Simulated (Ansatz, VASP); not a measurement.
CdTe in VASP and in Ansatz

INCAR

```
SYSTEM = CdTe
ALGO = Normal
EDIFF = 1E-8
ENCUT = 520
GGA = PE
ISIF = 2
ISMEAR = -1
LASPH = .TRUE.
LCHARG = .FALSE.
LEFG = .TRUE.
LREAL = .FALSE.
LWAVE = .FALSE.
NBANDS = 16
NELM = 100
PREC = Accurate
SIGMA = 0.08
```

The input KPOINTS:

```
k-points
0
G
  9 9 9
  0 0 0
```

The input POSCAR:

```
CdTe
1.0
    0.0000000000      3.2678590959      3.2678590959
    3.2678590959      0.0000000000      3.2678590959
    3.2678590959      3.2678590959      0.0000000000
Cd Te
1 1
Direct
    0.0000000000      0.0000000000      0.0000000000
    0.7500000000      0.7500000000      0.7500000000
```

Input for Ansatz:

```yaml
crystal:
  lattice:
    - [0.0, 3.2678590959, 3.2678590959]
    - [3.2678590959, 0.0, 3.2678590959]
    - [3.2678590959, 3.2678590959, 0.0]
  atoms:
    - { symbol: Cd, position: [0.0, 0.0, 0.0] }
    - { symbol: Te, position: [0.75, 0.75, 0.75] }
kpoints:
  mp_grid: { grid: [9, 9, 9] }
scf:
  occupations: { method: fermi_dirac, width: 0.08 }
hamiltonian:
  xc: pbe
  pseudopotentials: { kind: all_electron, datasets: crystal }
output:
  forces: true
  stress: true
  eigenvalues: true
  efg: { contact_densities: true }
```

Change from the starting cell: volume scaled by 1.06, crystal datasets.

Alike in both runs: task electric field gradients; functional PBE; k mesh 9 × 9 × 9; occupations fermi-dirac, width 0.08 eV; no spin polarisation.

|  | VASP | Ansatz |
| --- | --- | --- |
| version | VASP 6.6.1 | Ansatz 0.2.0 |
| potentials or method | VASP PAW PBE potentials, release 64 (Cd, Te) | all-electron PAW with datasets made for the crystal, scalar-relativistic |
| plane-wave cutoff (eV) | 520 | see its input |

Ansatz gave:

| Item | Value |
| --- | --- |
| pressure (GPa) | 1.5 |
| Vzz of the field gradient on the site that differs most (V/Å²) | 0.0 |

Question: Estimate VASP's values.

Answer: Pressure (GPa): 1.6; Vzz of the field gradient on the site that differs most (V/Å²): 0.0.

Ansatz ran all-electron here, so the differences hold the error of VASP's frozen core and of both bases. Ansatz warned: «gradients_without_spin_orbit».

Caveats: spin-orbit coupling is left out, which moves the levels of the heavy elements.
